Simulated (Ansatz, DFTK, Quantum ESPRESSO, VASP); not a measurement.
**Fitting the PBE energy curve of AlO**

The structure is cubic, space group Pm-3m (No. 221). Conventional cell: a = 2.769 Å, b = 2.769 Å, c = 2.769 Å, α = 90.00°, β = 90.00°, γ = 90.00°. Around Al (site symmetry m-3m) lie 8 O at 2.40 Å. O (site symmetry m-3m) has 8 Al at 2.40 Å as nearest neighbours.

The cell comes from a database or a generator and needn't be the stable form of this composition.

The cell was scaled at fixed shape and fractions and run with DFTK, PseudoDojo SR PBE 0.4.1 standard (PBE), cutoff 1143 eV; PBE, k mesh 10 × 10 × 10 on the cell of 2 atoms, fermi-dirac occupations of 0.05 eV, no spin polarisation, no spin-orbit coupling. Energies are those that the program minimises, any entropy of the smearing included. For a metal such a mesh isn't converged to the digits shown.

```csv
V (Å³/atom),energy over the lowest row (meV/atom)
9.9806,15.136
10.1929,6.092
10.4053,1.162
10.6176,0.000
10.8300,2.276
11.0424,?
11.2547,15.918
```

Q: Fit the third-order Birch-Murnaghan form, give V0, B0 and B′, and predict the energy left open.

A: With y = (V0/V)^(2/3), E = E0 + (9 V0 B0/16) [(y - 1)³ B′ + (y - 1)² (6 - 4y)]. Least squares through the rows shown give V0 = 10.5803 Å³/atom, E0 = -0.050 meV, B0 = 130.9 GPa (1 eV/Å³ = 160.218 GPa) and B′ = 3.60, with a largest miss of 0.007 meV. At V = 11.0424 the form with these constants gives 7.670 meV; the run gave 7.677 meV an atom. Other set-ups at this level, from all their volumes (Å³/atom, GPa): Ansatz, Ansatz PAW (earlier soft set): V0 10.620, B0 131.1; Quantum ESPRESSO, SSSP 1.3 efficiency PBE: V0 10.616, B0 131.3; VASP, PBE PAW files Al, O, 520 eV: V0 10.621, B0 130.7.
